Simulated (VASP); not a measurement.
# GaN (P6_3mc) in VASP: further runs

One crystal, GaN, is run at these levels: PBEsol; tasks: relaxation of cell and atoms, single point.

Program: VASP 6.6.1. These are calculated values, not measurements. Logs are shortened: lines on timing, memory, paths and dates and some standing lists are left out, and cuts for length are marked.

**Measured values to compare with.**

“Studying electronic properties in GaN without electrical contacts using γ-γ vs e−-γ Perturbed Angular Correlations”, 2019, pmc:6823545 quotes, for a bulk crystal of GaN: band gap 3.503 ± 0.005 eV (direct).

The results are compared with them further down.

## Step 1: The structure

Symmetry: P6_3mc, No. 186, hexagonal system. The conventional cell has a = 3.189 Å, b = 3.189 Å, c = 5.192 Å, α = 90.00°, β = 90.00°, γ = 120.00°. Ga (site symmetry 3m) has 4 N at 1.95 to 1.96 Å as nearest neighbours. Around N (site symmetry 3m) lie 4 Ga at 1.95 to 1.96 Å.

The cell is a database's computed one.

## Step 2: Relaxation of cell and atoms, PBEsol

INCAR reads:

```
PREC = Accurate
ENCUT = 600
EDIFF = 1E-7
ISMEAR = 0
SIGMA = 0.02
LREAL = F
LASPH = T
NELM = 60
ALGO = Normal
ISIF = 3
LWAVE = F
LCHARG = F
GGA = PS
IBRION = 2
NSW = 90
EDIFFG = -0.005
```

KPOINTS reads:

```
regular mesh
0
Gamma
  6 6 2
```

POSCAR reads:

```
GaN
1.0
    3.1889304000      0.0000000000      0.0000000000
   -1.5944652000      2.7616947400      0.0000000000
    0.0000000000      0.0000000000      5.1923572500
Ga N
2 2
Direct
    0.6666666700      0.3333333300      0.4990837100
    0.3333333300      0.6666666700      0.9990837100
    0.6666666700      0.3333333300      0.8759162900
    0.3333333300      0.6666666700      0.3759162900
```

Potentials or basis: VASP PAW PBE potentials, release 64 (Ga_d, N).

The run is started by

```sh
cat potpaw_PBE.64/Ga_d/POTCAR potpaw_PBE.64/N/POTCAR > POTCAR
mpirun -np 1 vasp_std > vasp.out
```

OUTCAR:

```text
PREC = Accurate
   ENCUT = 600
   EDIFF = 1E-7
   ISMEAR = 0
   LREAL = F
   LASPH = T
   NELM = 60
   ISIF = 3
   GGA = PS
   IBRION = 2
   NSW = 90
   EDIFFG = -0.005

 ion  position               nearest neighbor table
   1  0.667  0.333  0.499-   4 1.95   4 1.95   4 1.95   3 1.96
   2  0.333  0.667  0.999-   3 1.95   3 1.95   3 1.95   4 1.96
   3  0.667  0.333  0.876-   2 1.95   2 1.95   2 1.95   1 1.96
   4  0.333  0.667  0.376-   1 1.95   1 1.95   1 1.95   2 1.96

  LATTYP: Found a hexagonal cell.
 ALAT       =     3.1889304000
 C/A-ratio  =     1.6282441442

  Lattice vectors:

 A1 = (   3.1889304000,   0.0000000000,   0.0000000000)
 A2 = (  -1.5944652000,   2.7616947400,   0.0000000000)
 A3 = (   0.0000000000,   0.0000000000,   5.1923572500)

Analysis of symmetry for initial positions (statically):
=====================================================================
 Subroutine PRICEL returns:
 Original cell was already a primitive cell.

 Routine SETGRP: Setting up the symmetry group for a
 hexagonal supercell.

 Subroutine GETGRP returns: Found 12 space group operations
 (whereof  6 operations were pure point group operations)
 out of a pool of 24 trial point group operations.

The static configuration has the point symmetry C_3v.
 The point group associated with its full space group is C_6v.

Analysis of symmetry for dynamics (positions and initial velocities):
=====================================================================
 Subroutine PRICEL returns:
 Original cell was already a primitive cell.

 Routine SETGRP: Setting up the symmetry group for a
 hexagonal supercell.

 Subroutine GETGRP returns: Found 12 space group operations
 (whereof  6 operations were pure point group operations)
 out of a pool of 24 trial point group operations.

The dynamic configuration has the point symmetry C_3v.
 The point group associated with its full space group is C_6v.

 Subroutine INISYM returns: Found 12 space group operations
 (whereof  6 operations are pure point group operations),
 and found     1 'primitive' translations

----------------------------------------------------------------------------------------

                                     Primitive cell

  volume of cell :      45.7283

  direct lattice vectors                    reciprocal lattice vectors
     3.188930400  0.000000000  0.000000000     0.313584768  0.181048250  0.000000000
    -1.594465200  2.761694740  0.000000000     0.000000000  0.362096500  0.000000000
     0.000000000  0.000000000  5.192357250     0.000000000  0.000000000  0.192590754

  length of vectors
     3.188930400  3.188930402  5.192357250     0.362096500  0.362096500  0.192590754

  position of ions in fractional coordinates (direct lattice)
     0.666666670  0.333333330  0.499083710
     0.333333330  0.666666670  0.999083710
     0.666666670  0.333333330  0.875916290
     0.333333330  0.666666670  0.375916290

  ion indices of the primitive-cell ions
   primitive index   ion index
                 1           1
                 2           2
                 3           3
                 4           4

----------------------------------------------------------------------------------------

 KPOINTS: regular mesh

Automatic generation of k-mesh.
 Grid dimensions read from file:
 generate k-points for:    6    6    2

 Generating k-lattice:

  Cartesian coordinates                     Fractional coordinates (reciprocal lattice)
     0.052264128  0.030174708  0.000000000     0.166666667  0.000000000  0.000000000
     0.000000000  0.060349417  0.000000000     0.000000000  0.166666667  0.000000000
     0.000000000  0.000000000  0.096295377     0.000000000  0.000000000  0.500000000

  Length of vectors
     0.060349417  0.060349417  0.096295377

  Shift w.r.t. Gamma in fractional coordinates (k-lattice)
     0.000000000  0.000000000  0.000000000

 Subroutine IBZKPT returns following result:
 ===========================================

 Found     14 irreducible k-points:

 Following reciprocal coordinates:
            Coordinates               Weight
  0.000000  0.000000  0.000000      1.000000
  0.166667 -0.000000  0.000000      6.000000
  0.333333  0.000000  0.000000      6.000000
  0.500000  0.000000  0.000000      3.000000
  0.166667  0.166667  0.000000      6.000000
  0.333333  0.166667  0.000000     12.000000
  0.333333  0.333333  0.000000      2.000000
  0.000000  0.000000  0.500000      1.000000
  0.166667 -0.000000  0.500000      6.000000
  0.333333  0.000000  0.500000      6.000000
  0.500000  0.000000  0.500000      3.000000
  0.166667  0.166667  0.500000      6.000000
  0.333333  0.166667  0.500000     12.000000
  0.333333  0.333333  0.500000      2.000000
   k-points           NKPTS =     14   k-points in BZ     NKDIM =     14   number of bands    NBANDS=     22
   number of dos      NEDOS =    301   number of ions     NIONS =      4
   total plane-waves  NPLWV =  32928
   dimension x,y,z NGX =    28 NGY =   28 NGZ =   42
   dimension x,y,z NGXF=    56 NGYF=   56 NGZF=   84
   ions per type =               2   2
   NGX,Y,Z   is equivalent  to a cutoff of  14.60, 14.60, 13.45 a.u.
   NGXF,Y,Z  is equivalent  to a cutoff of  29.19, 29.19, 26.89 a.u.
 SYSTEM =  unknown system
   PREC   = accura    normal or accurate (medium, high low for compatibility)
   ISTART =      0    job   : 0-new  1-cont  2-samecut
   ICHARG =      2    charge: 1-file 2-atom 10-const
   ISPIN  =      1    spin polarized calculation?
   LNONCOLLINEAR =      F non collinear calculations
   LSORBIT =      F    spin-orbit coupling
   LASPH  =      T    aspherical Exc in radial PAW
   ENCUT  =  600.0 eV  44.10 Ry    6.64 a.u.   6.37  6.37 10.37*2*pi/ulx,y,z
   NELM   =     60;   NELMIN=  2; NELMDL= -5     # of ELM steps
   EDIFF  = 0.1E-06   stopping-criterion for ELM
   LREAL  =      F    real-space projection
   EDIFFG = -.5E-02   stopping-criterion for IOM
   NSW    =     90    number of steps for IOM
   IBRION =      2    ionic relax: 0-MD 1-quasi-New 2-CG
   NFREE  =      1    steps in history (QN), initial steepest desc. (CG)
   ISIF   =      3    stress and relaxation
   ISYM   =      2    0-nonsym 1-usesym 2-fastsym
   POTIM  = 0.5000    time-step for ionic-motion
   TEBEG  =    0.0;   TEEND  =   0.0 temperature during run
   PSTRESS=    0.0 pullay stress
   NELECT =      36.0000    total number of electrons
   NUPDOWN=      -1.0000    fix difference up-down
   EMIN   =  10.00;   EMAX   =-10.00  energy-range for DOS
   EFERMI =   0.00;   METHOD = LEGACY
   ISMEAR =     0;   SIGMA  =   0.02  broadening in eV -4-tet -1-fermi 0-gaus
   EFERMI_NEDOS =   21; number of points for ismear=-14 and -15
   IALGO  =     38    algorithm
   IMIX   =      4    mixing-type and parameters
     AMIX     =   0.40;   BMIX     =  1.00
     AMIX_MAG =   1.60;   BMIX_MAG =  1.00
  volume/ion in A,a.u.               =      11.43        77.15
  Fermi-wavevector in a.u.,A,eV,Ry     =   1.511636  2.856578 31.089905  2.285044
  Thomas-Fermi vector in A             =   2.621667
   LORBIT       =      0    0 simple, 1 ext, 2 COOP (PROOUT), +10 PAW based schemes
   GGA     = PS    functional components
   LHFCALC =     F    Hartree Fock is set to
   AEXX    =    0.0000 exact exchange contribution
   IVDW    =     0    specifies the selected vdW correction
   LEPSILON=     F    determine dielectric tensor
   LRPA    =     F    only Hartree local field effects (RPA)
 conjugate gradient relaxation of ions
 non-spin polarized calculation
 Gauss-broadening in eV      SIGMA  =   0.02
  energy-cutoff  :      600.00
  volume of cell :       45.73
 maximum number of plane-waves:      1550
 NGX is ok and might be reduce to    28
   NGX = 13   NGY = 13   NGZ = 21

--------------------------------------- Ionic step        1  -------------------------------------------

 number of electron      35.9999997 magnetization

 Free energy of the ion-electron system (eV)
  ---------------------------------------------------
  ext. energy  EPLUGINS =         0.00000000
  ---------------------------------------------------
  free energy    TOTEN  =       -26.26617514 eV

  energy without entropy =      -26.26617514  energy(sigma->0) =      -26.26617514

------------------------ aborting loop because EDIFF is reached ----------------------------------------

  FORCE on cell =-STRESS in cart. coord.  units (eV):
  Direction    XX          YY          ZZ          XY          YZ          ZX
  --------------------------------------------------------------------------------------
  -------------------------------------------------------------------------------------
  Total       -0.4300331     -0.4300331     -0.3659908      0.0000000      0.0000000      0.0000000
  in kB      -15.0670129    -15.0670130    -12.8231715      0.0000000      0.0000000      0.0000000
  external PRESSURE =     -14.3190658 kB  Pullay stress =       0.0000000 kB
[... 137 lines left out ...]
  energy  without entropy=      -26.2677673895  energy(sigma->0) =      -26.26776739

--------------------------------------- Ionic step        5  -------------------------------------------

 number of electron      35.9999995 magnetization

 Free energy of the ion-electron system (eV)
  ---------------------------------------------------
  ext. energy  EPLUGINS =         0.00000000
  ---------------------------------------------------
  free energy    TOTEN  =       -26.26778129 eV

  energy without entropy =      -26.26778129  energy(sigma->0) =      -26.26778129

 E-fermi :   5.3969     XC(G=0): -11.9405

 val. band max:        5.2626768021   @ k =   0.0000   0.0000   0.0000
 cond. band min:       7.1720124737   @ k =   0.0000   0.0000   0.0000
 fundamental gap:      1.9093356715
 Fermi energy:         5.3969274459

 k-point     1 :       0.0000    0.0000    0.0000
  band No.  band energies     occupation
      1     -10.7754      2.00000
      2      -9.7989      2.00000
      3      -8.1457      2.00000
      4      -8.1299      2.00000
      5      -8.1299      2.00000
      6      -8.0667      2.00000
[... 370 lines left out ...]
  FREE ENERGIE OF THE ION-ELECTRON SYSTEM (eV)
  ---------------------------------------------------
  free  energy   TOTEN  =       -26.2677812883 eV

  energy  without entropy=      -26.2677812883  energy(sigma->0) =      -26.26778129

 reached required accuracy - stopping structural energy minimisation
```

Run time: 62 s. Hardware: 1 thread of Intel Xeon Platinum 8259CL at 2.50GHz (Skylake/Cascade Lake), shared host; peak memory 0.19 GiB.

Results:

- Free energy: -26.2678 eV
- Relaxed volume: 11.34 Å³/atom
- Relaxed cell: a = 3.180 Å, b = 3.180 Å, c = 5.181 Å, α = 90.00°, β = 90.00°, γ = 120.00°
- Space group after relaxing (to 0.05 Å): P6_3mc (No. 186)
- Energy gained by relaxing: 0.4 meV/atom
- Ionic steps: 5
- Pressure after relaxing: 0.0 GPa
- Largest force after relaxing: 0.003 eV/Å
- Band gap on the k mesh: 1.91 eV, direct

Forces on the atoms (eV/Å):
```
Ga   0.000  0.000  0.003
Ga   0.000  0.000  0.003
N    0.000  0.000 -0.003
N    0.000  0.000 -0.003
```

The path:
| step | energy change (eV) | largest force (eV/Å) | pressure (GPa) | volume (Å³) |
| --- | --- | --- | --- | --- |
| 1 | 0.0000 | 0.0081 | -1.43 | 45.73 |
| 2 | -0.0002 | 0.0093 | 1.37 | 45.06 |
| 3 | -0.0016 | 0.0086 | 0.02 | 45.38 |
| 4 | -0.0016 | 0.0087 | -0.12 | 45.38 |
| 5 | -0.0016 | 0.0034 | -0.01 | 45.38 |

Final structure:
```cif
data_structure
_symmetry_space_group_name_H-M 'P 1'
_symmetry_Int_Tables_number 1
_cell_length_a 3.1801
_cell_length_b 3.1801
_cell_length_c 5.1815
_cell_angle_alpha 90.000
_cell_angle_beta 90.000
_cell_angle_gamma 120.000
_cell_volume 45.38
loop_
_atom_site_label
_atom_site_type_symbol
_atom_site_fract_x
_atom_site_fract_y
_atom_site_fract_z
_atom_site_occupancy
Ga1 Ga 0.66667 0.33333 0.49919 1
Ga2 Ga 0.33333 0.66667 0.99919 1
N1 N 0.66667 0.33333 0.87581 1
N2 N 0.33333 0.66667 0.37581 1
```

Caveat: the k mesh is coarse (spacing up to 0.61 Å⁻¹), so the values aren't converged; the PAW data sets were made with another functional, which shifts forces and pressure a little.

## Step 3: Single point, PBEsol

INCAR reads:

```
PREC     = Accurate       # precision mode
ENCUT    = 520            # plane-wave cutoff, eV
EDIFF    = 1E-6           # SCF threshold, eV
ISMEAR   = 0              # smearing method
SIGMA    = 0.02           # smearing width, eV
LREAL    = F              # projectors in reciprocal space
LASPH    = T              # aspherical terms in the spheres
NELM     = 60             # most SCF steps
ALGO     = Normal         # electronic algorithm
ISIF     = 2              # what is computed and relaxed
LWAVE    = F              # write WAVECAR
LCHARG   = F              # write CHGCAR
GGA      = PS             # functional
```

KPOINTS reads:

```
Automatic mesh
0
Gamma
  12 12 6
```

POSCAR is that of step 2.

Potentials or basis: VASP PAW PBE potentials, release 64 (Ga_d, N).

The run is started by

```sh
cat potpaw_PBE.64/Ga_d/POTCAR potpaw_PBE.64/N/POTCAR > POTCAR
mpirun -np 1 vasp_std > vasp.out
```

Wall time 45 s (1 thread of Intel Xeon Platinum 8259CL at 2.50GHz (Skylake/Cascade Lake), shared host); peak memory 0.2 GiB.

Results (log left out):

```yaml
Free_energy: -26.2677 eV
Pressure: -1.2 GPa
Largest_force: 0.005 eV/Å
Band_gap_on_the_k_mesh: 1.86 eV, direct
```

Forces in eV/Å, atoms in the order of the input:
```
Ga   0.000  0.000  0.005
Ga   0.000  0.000  0.005
N    0.000  0.000 -0.005
N    0.000  0.000 -0.005
```

Stress tensor (GPa, compression positive):
```
-1.26  0.00  0.00
 0.00 -1.26  0.00
 0.00  0.00 -1.08
```

Levels at points of the mesh, in eV from the valence-band top:
```csv
k point,band 14,band 15,band 16,band 17,band 18,band 19,band 20,band 21,band 22
"(0.00, 0.00, 0.00)",-1.04,-1.04,-0.04,0.00,0.00,1.86,4.17,9.09,9.79
"(0.50, 0.00, 0.00)",-5.33,-4.24,-2.77,-2.24,-1.01,4.93,5.49,5.94,8.53
"(0.00, 0.00, 0.50)",-3.87,-0.54,-0.54,-0.54,-0.54,4.18,4.18,8.36,8.36
"(0.50, 0.00, 0.50)",-6.65,-1.96,-1.96,-1.91,-1.91,4.29,4.29,7.67,7.67
```

Caveat: the PAW data sets were made with another functional, which shifts forces and pressure a little.

## Step 4: How close it comes

Step 3. A measured gap of GaN is 3.503 eV (direct; quoted in “Studying electronic properties in GaN without electrical contacts using γ-γ vs e−-γ Perturbed Angular Correlations”, 2019, pmc:6823545); the calculated 1.86 eV misses it by -1.64 eV. Spin-orbit coupling on Ga is left out. The value is that of PBEsol, without temperature or zero-point motion. Semilocal functionals fall short of measured gaps as a rule. The cell is a database's relaxed one, not the measured one, which moves gaps too.
